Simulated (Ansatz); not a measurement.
# MoP (P-6m2) in Ansatz: settings compared

One crystal, MoP, is run at these levels: PBEsol+D3(BJ), PBEsol+D4; tasks: relaxation of cell and atoms.

Program: Ansatz 0.2.0. These are calculated values, not measurements. Logs are shortened: lines on timing, memory, paths and dates and some standing lists are left out, and cuts for length are marked.

## 1. Starting point

Symmetry: P-6m2, No. 187, hexagonal system. The conventional cell has a = 3.223 Å, b = 3.223 Å, c = 3.191 Å, α = 90.00°, β = 90.00°, γ = 120.00°. Mo (site symmetry -6m2) is surrounded by 6 P at 2.45 Å. Around P (site symmetry -6m2) lie 6 Mo at 2.45 Å.

## 2. Relaxation of cell and atoms, PBEsol+D3(BJ)

Contents of input.yaml:

```yaml
crystal:
  lattice:
    - [3.223, 0.0, 0.0]
    - [-1.6115, 2.7911998764, 0.0]
    - [0.0, 0.0, 3.191]
  atoms:
    - { symbol: Mo, position: [0.0, 0.0, 0.0] }
    - { symbol: P, position: [0.3333333333, 0.6666666667, 0.5] }
hamiltonian:
  xc: pbesol
  pseudopotentials: { kind: paw }
  dispersion: d3bj
kpoints:
  mp_grid: { grid: [10, 10, 8] }
scf:
  occupations: { method: fermi_dirac, width: 0.05 }
output:
  forces: true
  stress: true
relax:
  f_tol: 0.01
  max_steps: 40
  cell: { stress_tol: 0.05 }
```

Potentials or basis: Ansatz PAW.

On the command line:

```sh
$ ansatz run input.yaml --threads 2 --pin off --max-ram 5632MiB --backend cpu --events-out ev --progress --plain --runs-dir out
```

Output:

```text
Warning: RAYON_NUM_THREADS=2 ignored (pool sized by the plan → 2); use --threads N
Engine: ansatz 0.2.0, x86_64-unknown-linux-gnu
Pseudopotentials: kind: paw
Pseudopotential: Mo, paw, valence charge 14, recommended cutoff 420 eV (normal), Mo.paw.azcp
Pseudopotential: P, paw, valence charge 5, recommended cutoff 420 eV (normal), P.paw.azcp
Functional definition: PBEsol
  exchange = pbesol_x
  correlation = pbesol_c
Crystal: 2 atoms, lattice volume = 28.706 Å³
Basis set: ecut = 420 eV, 551 PW (Γ), exchange–correlation on 48×48×48 points (8 copies of the dense FFT grid, shifted against one another)
Bands: 14, of which v1, the nominal top of the filled ones, is band 10 counted from 1 (9 counted from 0)
Symmetry: 12 space group operations
Space group: P-6m2 (ITA 187), of the structure as read, at distance tolerance 3.1e-5 Å
k-points: 70 of 800 (time reversal used)
Non-local potential: Mo, projectors of the file, l = 0: 3, l = 1: 2, l = 2: 2, l = 3: 1
Non-local potential: P, projectors of the file, l = 0: 2, l = 1: 2, l = 2: 2
PAW form: soft (Blöchl's): semilocal exchange-correlation on the pseudo side does not see the compensation charge
PAW frozen core: Mo, regenerated for the run's functional, and the local potential with it (the file was generated under x = pbe(κ = 0.804, μ = 0.2195149727645171), c = pbe(β = 0.06672455060314922))
PAW frozen core: P, regenerated for the run's functional, and the local potential with it (the file was generated under x = pbe(κ = 0.804, μ = 0.2195149727645171), c = pbe(β = 0.06672455060314922))
PAW one-centre angular grid: Mo, 590 points (default); XC on 64 Gauss nodes
PAW one-centre angular grid: P, 110 points (default); XC on 64 Gauss nodes
Initial density: superposition of atomic densities (neutral atoms: chi_scale 0, normalization atom), corrected by the library's trained network
Initial wavefunctions: pseudopotential atomic-orbital guess
Functional: x = pbesol(κ = 0.804, μ = 0.12345679012345678), c = pbesol(β = 0.046)
SCF iter   1: F=—  HF=-5640.181149 eV  |F-HF|=—  |Δ(HF+E_count)|=         —  Δρ=7.23e-3  dr2=6.00e-3  ethr=1.77e-3  ⟨swp⟩=5.4  Hψ=5778  notcnv=0
preconditioner: auto → none  [metal: Δε(μ)=0.074 eV  Ē_g=8.831 eV  σ=0.050 eV  W_gap=0.35  n_scr=8 (ndim 8)  ℏωp=23.0 eV  f_vac=0.000  D(μ)=0.48/eV (n_scr^D=0)  sad-step TF]
SCF iter   2: F=—  HF=-5640.181031 eV  |F-HF|=—  |Δ(HF+E_count)|=   1.18e-4  Δρ=4.19e-3  dr2=2.15e-3  ethr=3.16e-5  ⟨swp⟩=1.1  Hψ=1555  notcnv=0
SCF iter   3: F=—  HF=-5640.181130 eV  |F-HF|=—  |Δ(HF+E_count)|=   9.91e-5  Δρ=2.11e-4  dr2=9.53e-6  ethr=1.13e-5  ⟨swp⟩=2.4  Hψ=1446  notcnv=0
SCF iter   4: F=—  HF=-5640.181129 eV  |F-HF|=—  |Δ(HF+E_count)|=   1.51e-6  Δρ=4.27e-5  dr2=4.50e-7  ethr=5.02e-8  ⟨swp⟩=2.2  Hψ=1577  notcnv=0
iter 5 did not close the SCF: its close was put off for the readings that it lacked (scf_convergence_deferred on its scf_iter line)
SCF iter   5: F=-5640.181128 eV  HF=-5640.181128 eV  |F-HF|=1.19e-8  |Δ(HF+E_count)|=   1.13e-7  Δρ=8.14e-6  dr2=1.73e-8  ethr=2.37e-9  ⟨swp⟩=2.3  Hψ=1591  notcnv=0
SCF iter   6: F=-5640.181128 eV  HF=-5640.181128 eV  |F-HF|=9.37e-11  |Δ(HF+E_count)|=   5.18e-9  Δρ=1.58e-6  dr2=2.75e-10  ethr=9.09e-11  ⟨swp⟩=1.9  Hψ=3168  notcnv=0
SCF 1 converged in 6 iterations: F = -5640.181128 eV  dr2 = 2.75e-10
relax step   1: F+E_penalty+E_count = -5640.18112847 eV  Δ(F+E_penalty+E_count) = +0.000e0 eV  max|allowed force component| = 1.850e-17 eV/Å  Δτ_max = 0.0000 Å  P = -10.293 GPa  Ω = 28.706 Å³  (6 SCF iters, dr2 threshold 1.00e-7 eV, accepted)
Crystal: 2 atoms, lattice volume = 27.008 Å³
Basis set: ecut = 420 eV, 527 PW (Γ), exchange–correlation on 48×48×48 points (8 copies of the dense FFT grid, shifted against one another)
Initial density: handed on by an earlier stage of this run
Initial wavefunctions: those handed on with the density
iter 1 solved again at ethr=2.51e-5 eV; its pass at ethr=3.10e-3 eV (dr2=4.77e-3 eV) is discarded
SCF iter   1: F=—  HF=-5640.215593 eV  |F-HF|=—  |Δ(HF+E_count)|=         —  Δρ=4.38e-3  dr2=4.83e-3  ethr=2.51e-5  ⟨swp⟩=1.0  Hψ=6656  notcnv=0
preconditioner: auto → none  [metal: Δε(μ)=0.021 eV  Ē_g=9.276 eV  σ=0.050 eV  W_gap=0.10  n_scr=8 (ndim 8)  ℏωp=23.7 eV  f_vac=0.000  D(μ)=0.45/eV (n_scr^D=0)]
SCF iter   2: F=—  HF=-5640.214544 eV  |F-HF|=—  |Δ(HF+E_count)|=   1.05e-3  Δρ=1.98e-3  dr2=8.02e-4  ethr=2.51e-5  ⟨swp⟩=1.9  Hψ=1278  notcnv=0
SCF iter   3: F=—  HF=-5640.214436 eV  |F-HF|=—  |Δ(HF+E_count)|=   1.09e-4  Δρ=3.15e-4  dr2=1.32e-5  ethr=4.22e-6  ⟨swp⟩=2.4  Hψ=1349  notcnv=0
SCF iter   4: F=—  HF=-5640.214436 eV  |F-HF|=—  |Δ(HF+E_count)|=   6.49e-7  Δρ=3.97e-5  dr2=1.51e-7  ethr=6.92e-8  ⟨swp⟩=2.2  Hψ=1563  notcnv=0
iter 5 did not close the SCF: its close was put off for the readings that it lacked (scf_convergence_deferred on its scf_iter line)
SCF iter   5: F=-5640.214436 eV  HF=-5640.214436 eV  |F-HF|=1.24e-9  |Δ(HF+E_count)|=   4.99e-8  Δρ=6.11e-6  dr2=2.71e-9  ethr=7.96e-10  ⟨swp⟩=2.3  Hψ=1402  notcnv=0
SCF iter   6: F=-5640.214436 eV  HF=-5640.214436 eV  |F-HF|=9.09e-13  |Δ(HF+E_count)|=   1.50e-9  Δρ=4.37e-7  dr2=1.87e-11  ethr=1.43e-11  ⟨swp⟩=1.1  Hψ=2901  notcnv=0
SCF 2 converged in 6 iterations: F = -5640.214436 eV  dr2 = 1.87e-11
relax step   2: F+E_penalty+E_count = -5640.21443632 eV  Δ(F+E_penalty+E_count) = -3.331e-2 eV  max|allowed force component| = 9.252e-18 eV/Å  Δτ_max = 0.0000 Å  P = +3.698 GPa  Ω = 27.008 Å³  energy of the carried Pulay correction = +3.659e-4 eV  (6 SCF iters, dr2 threshold 2.00e-7 eV, accepted)
Crystal: 2 atoms, lattice volume = 27.480 Å³
Basis set: ecut = 420 eV, 539 PW (Γ), exchange–correlation on 48×48×48 points (8 copies of the dense FFT grid, shifted against one another)
iter 1 solved again at ethr=5.80e-6 eV; its pass at ethr=3.10e-3 eV (dr2=1.10e-3 eV) is discarded
SCF iter   1: F=—  HF=-5640.223024 eV  |F-HF|=—  |Δ(HF+E_count)|=         —  Δρ=2.22e-3  dr2=1.18e-3  ethr=5.80e-6  ⟨swp⟩=2.1  Hψ=6773  notcnv=0
preconditioner: auto → none  [metal: Δε(μ)=0.086 eV  Ē_g=9.156 eV  σ=0.050 eV  W_gap=0.40  n_scr=8 (ndim 8)  ℏωp=23.5 eV  f_vac=0.000  D(μ)=0.44/eV (n_scr^D=0)]
SCF iter   2: F=—  HF=-5640.222648 eV  |F-HF|=—  |Δ(HF+E_count)|=   3.76e-4  Δρ=8.54e-4  dr2=1.05e-4  ethr=5.80e-6  ⟨swp⟩=2.5  Hψ=1392  notcnv=0
SCF iter   3: F=—  HF=-5640.222635 eV  |F-HF|=—  |Δ(HF+E_count)|=   1.30e-5  Δρ=2.34e-4  dr2=6.85e-6  ethr=5.53e-7  ⟨swp⟩=1.5  Hψ=1136  notcnv=0
iter 4 did not close the SCF: its close was put off for the readings that it lacked (scf_convergence_deferred on its scf_iter line)
SCF iter   4: F=-5640.222635 eV  HF=-5640.222635 eV  |F-HF|=2.55e-9  |Δ(HF+E_count)|=   1.03e-7  Δρ=1.44e-5  dr2=1.95e-8  ethr=3.61e-8  ⟨swp⟩=1.5  Hψ=1161  notcnv=0
iter 5 did not close the SCF: its close was put off for the readings that it lacked (scf_convergence_deferred on its scf_iter line)
SCF iter   5: F=-5640.222635 eV  HF=-5640.222635 eV  |F-HF|=1.24e-9  |Δ(HF+E_count)|=   9.38e-9  Δρ=3.27e-6  dr2=1.94e-9  ethr=1.03e-10  ⟨swp⟩=2.0  Hψ=1555  notcnv=0
SCF iter   6: F=-5640.222635 eV  HF=-5640.222635 eV  |F-HF|=4.55e-12  |Δ(HF+E_count)|=  2.75e-10  Δρ=6.46e-7  dr2=3.12e-11  ethr=1.02e-11  ⟨swp⟩=1.0  Hψ=2932  notcnv=0
SCF 3 converged in 6 iterations: F = -5640.222635 eV  dr2 = 3.12e-11
relax step   3: F+E_penalty+E_count = -5640.22263503 eV  Δ(F+E_penalty+E_count) = -8.199e-3 eV  max|allowed force component| = 9.252e-18 eV/Å  Δτ_max = 0.0000 Å  P = -0.081 GPa  Ω = 27.480 Å³  energy of the carried Pulay correction = +2.658e-4 eV  (6 SCF iters, dr2 threshold 2.00e-7 eV, accepted)
Crystal: 2 atoms, lattice volume = 27.456 Å³
iter 1 solved again at ethr=1.50e-7 eV; its pass at ethr=3.10e-3 eV (dr2=2.86e-5 eV) is discarded
SCF iter   1: F=—  HF=-5640.222889 eV  |F-HF|=—  |Δ(HF+E_count)|=         —  Δρ=3.82e-4  dr2=3.72e-5  ethr=1.50e-7  ⟨swp⟩=2.7  Hψ=6283  notcnv=0
preconditioner: auto → none  [metal: Δε(μ)=0.084 eV  Ē_g=9.161 eV  σ=0.050 eV  W_gap=0.39  n_scr=8 (ndim 8)  ℏωp=23.5 eV  f_vac=0.000  D(μ)=0.44/eV (n_scr^D=0)]
SCF iter   2: F=—  HF=-5640.222875 eV  |F-HF|=—  |Δ(HF+E_count)|=   1.35e-5  Δρ=1.35e-4  dr2=2.55e-6  ethr=1.50e-7  ⟨swp⟩=2.2  Hψ=1414  notcnv=0
iter 3 did not close the SCF: its close was put off for the readings that it lacked (scf_convergence_deferred on its scf_iter line)
SCF iter   3: F=-5640.222875 eV  HF=-5640.222875 eV  |F-HF|=9.88e-9  |Δ(HF+E_count)|=   4.60e-7  Δρ=3.83e-5  dr2=1.55e-7  ethr=1.34e-8  ⟨swp⟩=2.0  Hψ=1357  notcnv=0
iter 4 did not close the SCF: its close was put off for the readings that it lacked (scf_convergence_deferred on its scf_iter line)
SCF iter   4: F=-5640.222875 eV  HF=-5640.222875 eV  |F-HF|=4.00e-11  |Δ(HF+E_count)|=   5.35e-9  Δρ=2.66e-6  dr2=5.43e-10  ethr=8.15e-10  ⟨swp⟩=1.0  Hψ=992  notcnv=0
iter 5 did not close the SCF: its close was put off for the readings that it lacked (scf_convergence_deferred on its scf_iter line)
SCF iter   5: F=-5640.222875 eV  HF=-5640.222875 eV  |F-HF|=2.36e-11  |Δ(HF+E_count)|=  1.31e-10  Δρ=4.69e-7  dr2=4.12e-11  ethr=2.86e-12  ⟨swp⟩=2.0  Hψ=1567  notcnv=0
SCF iter   6: F=-5640.222875 eV  HF=-5640.222875 eV  |F-HF|=0.00e0  |Δ(HF+E_count)|=  7.28e-12  Δρ=1.28e-7  dr2=1.07e-12  ethr=1.00e-12  ⟨swp⟩=1.0  Hψ=2240  notcnv=0
SCF 4 converged in 6 iterations: F = -5640.222875 eV  dr2 = 1.07e-12
relax step   4: F+E_penalty+E_count = -5640.22287494 eV  Δ(F+E_penalty+E_count) = -2.399e-4 eV  max|allowed force component| = 3.701e-17 eV/Å  Δτ_max = 0.0000 Å  P = -0.016 GPa  Ω = 27.456 Å³  energy of the carried Pulay correction = +2.701e-4 eV  (6 SCF iters, dr2 threshold 2.00e-7 eV, accepted)
Initial wavefunctions: pseudopotential atomic-orbital guess (no wavefunctions were taken with the density)
iter 1 solved again at ethr=2.54e-8 eV; its pass at ethr=3.10e-3 eV (dr2=4.82e-6 eV) is discarded
SCF iter   1: F=—  HF=-5640.222626 eV  |F-HF|=—  |Δ(HF+E_count)|=         —  Δρ=6.46e-5  dr2=1.48e-7  ethr=2.54e-8  ⟨swp⟩=3.0  Hψ=8690  notcnv=0
preconditioner: auto → none  [metal: Δε(μ)=0.081 eV  Ē_g=9.160 eV  σ=0.050 eV  W_gap=0.38  n_scr=8 (ndim 8)  ℏωp=23.5 eV  f_vac=0.000  D(μ)=0.44/eV (n_scr^D=0)]
SCF iter   2: F=—  HF=-5640.222626 eV  |F-HF|=—  |Δ(HF+E_count)|=   3.47e-7  Δρ=3.13e-5  dr2=3.08e-8  ethr=7.80e-10  ⟨swp⟩=1.6  Hψ=1331  notcnv=0
SCF iter   3: F=—  HF=-5640.222626 eV  |F-HF|=—  |Δ(HF+E_count)|=   3.09e-8  Δρ=2.19e-6  dr2=3.95e-10  ethr=1.62e-10  ⟨swp⟩=3.0  Hψ=1628  notcnv=0
iter 4 did not close the SCF: its close was put off for the readings that it lacked (scf_convergence_deferred on its scf_iter line)
SCF iter   4: F=-5640.222626 eV  HF=-5640.222626 eV  |F-HF|=1.82e-12  |Δ(HF+E_count)|=  2.11e-10  Δρ=4.52e-7  dr2=1.82e-11  ethr=2.08e-12  ⟨swp⟩=3.0  Hψ=1671  notcnv=0
iter 5 did not close the SCF: its close was put off for the readings that it lacked (scf_convergence_deferred on its scf_iter line)
SCF iter   5: F=-5640.222626 eV  HF=-5640.222626 eV  |F-HF|=0.00e0  |Δ(HF+E_count)|=  7.28e-12  Δρ=4.18e-8  dr2=3.65e-13  ethr=1.00e-12  ⟨swp⟩=1.0  Hψ=980  notcnv=0
iter 6 did not close the SCF: its close was put off for the readings that it lacked (scf_convergence_deferred on its scf_iter line)
SCF iter   6: F=-5640.222626 eV  HF=-5640.222626 eV  |F-HF|=9.09e-13  |Δ(HF+E_count)|=  9.09e-13  Δρ=6.67e-9  dr2=6.38e-15  ethr=1.00e-12  ⟨swp⟩=1.0  Hψ=980  notcnv=0
iter 7 did not close the SCF: its close was put off for the readings that it lacked (scf_convergence_deferred on its scf_iter line)
SCF iter   7: F=-5640.222626 eV  HF=-5640.222626 eV  |F-HF|=0.00e0  |Δ(HF+E_count)|=  9.09e-13  Δρ=1.56e-9  dr2=2.04e-16  ethr=1.00e-12  ⟨swp⟩=1.0  Hψ=980  notcnv=0
SCF iter   8: F=-5640.222626 eV  HF=-5640.222626 eV  |F-HF|=0.00e0  |Δ(HF+E_count)|=    0.00e0  Δρ=2.03e-10  dr2=7.04e-18  ethr=1.00e-12  ⟨swp⟩=2.1  Hψ=2685  notcnv=0
SCF 5 converged in 8 iterations: F = -5640.222626 eV  dr2 = 7.04e-18
relax step   5: F+E_penalty+E_count = -5640.22262634 eV  Δ(F+E_penalty+E_count) = +2.486e-4 eV  max|allowed force component| = 3.701e-17 eV/Å  Δτ_max = 0.0000 Å  P = -0.020 GPa  Ω = 27.456 Å³  stress off target by 2.38e-2 GPa  SCF on the basis re-selected at this cell (its energy is not comparable with the rows above)  (8 SCF iters)
basis re-selected at this cell: Δ(F+E_penalty+E_count) = +2.486e-4 eV, ΔP = -0.005 GPa vs the last step (what re-selecting the basis moved, of the pressure what is left beyond the Pulay correction that the steps carried, after the strain that the cell walked since its last selection, with what the two solves' SCF thresholds leave and, on support functions, any second-order correction that the steps lacked; it is no measure of the basis error at this ecutwfc). This SCF's stress stands 2.38e-2 GPa from its target on what of the cell is left free (relax.cell.stress_tol is 5.00e-2 GPa) and its largest allowed force component is 3.70e-17 eV/Å (relax.f_tol is 1.00e-2 eV/Å): within both
SCF converged after 8 iterations
Free energy (F): -5640.222626 eV
Harris-Foulkes:  -5640.222626 eV  (|F-HF|=0.00e0)
Internal energy: -5640.218793 eV  (E = F + TS)
E sigma→0 (E₀):  -5640.220709 eV
Entropy (-TS):   -0.003834 eV (-1.917 meV/atom)
Fermi energy:    18.078624 eV
--- Per-component energies (eV) ---
  E_band       = -47.887566
  E_kinetic    = 520.447210
  E_local      = -994.321064  (includes V_loc(G=0)·N_el)
  E_nonlocal   = 178.783065
  E_hartree    = 347.360678
  E_xc         = -247.203792
  E_vxc        = -294.168708  (∫ρ·V_xc dr)
  E_paw        = -3698.443044  (= ΣΔE_a)
  E_vpaw       = -153.349467  (= ΣTr[D̂ρ^β])
  E_aug_tail   = 0.000043  (compensation charges beyond the density's cutoff)
  E_ewald      = -1745.905432
  E_disp       = -1.191852  (pairwise vdW)
  E_core_change = 0.255395  (= ΣΔE_core)
  E_smearing   = -0.003834  (= −TS)
  E_closure    = 0.000000  (closes the sum)
  Σ components = -5640.222626   (vs F -5640.222626, Δ=0.00e0)
--- Forces (eV/Å), atoms counted from 1 ---
  atom   1  Mo    -0.00000000     0.00000000     0.00000000
  atom   2  P     -0.00000000     0.00000000     0.00000000
  max |Σ_I F_I| component: 2.59e-16 eV/Å
--- Stress (GPa, compression-positive) ---
       -0.023776      -0.000000      -0.000000
        0.000000      -0.023776      -0.000000
       -0.000000      -0.000000      -0.013940
  P = ⅓ Tr σ = -0.0205 GPa (-0.205 kbar)
--- Relaxed structure (4 steps of the walk, 4 accepted, 1 SCFs on fresh bases) ---
  F+E_penalty+E_count = -5640.22262634 eV   max|allowed force component| = 3.701e-17 eV/Å   (the final SCF, on the basis selected at the relaxed cell)
  cell:  # Å, volume = 27.4559 Å³
    - [3.170259389048747, 0.0, 0.0]
    - [-1.5851296945243736, 2.745525167502349, 0.0]
    - [0.0, 0.0, 3.154393211064536]
  atoms:
    - { symbol: Mo, position: [0.0, -3.700743415524894e-17, 0.0] }
    - { symbol: P, position: [0.3333333333333333, 0.6666666666666666, 0.49999999999999994] }
```

Run time: 24 s. Hardware: 2 threads of Intel Xeon at 2.50GHz (Skylake/Cascade Lake), shared host; peak memory 0.36 GiB.

What came out:

- Free energy: -5640.2226 eV
- Relaxed volume: 13.73 Å³/atom
- Relaxed cell: a = 3.170 Å, b = 3.170 Å, c = 3.154 Å, α = 90.00°, β = 90.00°, γ = 120.00°
- Space group after relaxing (to 0.05 Å): P-6m2 (No. 187)
- Energy gained by relaxing: 20.7 meV/atom
- Ionic steps: 5
- Pressure after relaxing: 0.0 GPa

The path:
```tsv
step	energy change (eV)	largest force (eV/Å)	volume (Å³)
1	0.0000	0.0000	28.71
2	-0.0333	0.0000	27.01
3	-0.0415	0.0000	27.48
4	-0.0417	0.0000	27.46
5	-0.0415	0.0000	27.46
```

Final structure:
```cif
data_structure
_symmetry_space_group_name_H-M 'P 1'
_symmetry_Int_Tables_number 1
_cell_length_a 3.1703
_cell_length_b 3.1703
_cell_length_c 3.1544
_cell_angle_alpha 90.000
_cell_angle_beta 90.000
_cell_angle_gamma 120.000
_cell_volume 27.46
loop_
_atom_site_label
_atom_site_type_symbol
_atom_site_fract_x
_atom_site_fract_y
_atom_site_fract_z
_atom_site_occupancy
Mo1 Mo 0.00000 0.00000 0.00000 1
P1 P 0.33333 0.66667 0.50000 1
```

Caveat: the plane-wave basis is chosen anew once the cell has moved, so the energies of steps on either side of that aren't comparable; the PAW data sets come from PBE, with cores solved anew for the run's functional, which leaves a small shift of forces and pressure.

## 3. Relaxation of cell and atoms, PBEsol+D4

Edit input.yaml of step 2 so:

```diff
@@ -11,3 +11,3 @@
   pseudopotentials: { kind: paw }
-  dispersion: d3bj
+  dispersion: d4
 kpoints:
```

Potentials or basis: Ansatz PAW.

On the command line:

```sh
$ ansatz run input.yaml --threads 2 --pin off --max-ram 5632MiB --backend cpu --events-out ev --progress --plain --runs-dir out
```

Run time: 25 s. Hardware: 2 threads of Intel Xeon at 2.50GHz (Skylake/Cascade Lake), shared host; peak memory 0.36 GiB.

It converged, with:

```yaml
Free_energy: -5639.7421 eV
Relaxed_volume: 13.91 Å³/atom
Relaxed_cell: a = 3.187 Å, b = 3.187 Å, c = 3.162 Å, α = 90.00°, β = 90.00°, γ = 120.00°
Space_group_after_relaxing_to_0.05_Å: P-6m2 (No. 187)
Energy_gained_by_relaxing: 10.2 meV/atom
Ionic_steps: 5
Pressure_after_relaxing: 0.0 GPa
```

Step by step:
| step | energy change (eV) | largest force (eV/Å) | volume (Å³) |
| --- | --- | --- | --- |
| 1 | 0.0000 | 0.0000 | 28.71 |
| 2 | -0.0173 | 0.0000 | 27.52 |
| 3 | -0.0204 | 0.0000 | 27.84 |
| 4 | -0.0206 | 0.0000 | 27.83 |
| 5 | -0.0204 | 0.0000 | 27.83 |

Final structure:
```cif
data_structure
_symmetry_space_group_name_H-M 'P 1'
_symmetry_Int_Tables_number 1
_cell_length_a 3.1874
_cell_length_b 3.1874
_cell_length_c 3.1625
_cell_angle_alpha 90.000
_cell_angle_beta 90.000
_cell_angle_gamma 120.000
_cell_volume 27.83
loop_
_atom_site_label
_atom_site_type_symbol
_atom_site_fract_x
_atom_site_fract_y
_atom_site_fract_z
_atom_site_occupancy
Mo1 Mo 0.00000 0.00000 0.00000 1
P1 P 0.33333 0.66667 0.50000 1
```

Caveat: the plane-wave basis is chosen anew once the cell has moved, so the energies of steps on either side of that aren't comparable; the PAW data sets come from PBE, with cores solved anew for the run's functional, which leaves a small shift of forces and pressure.
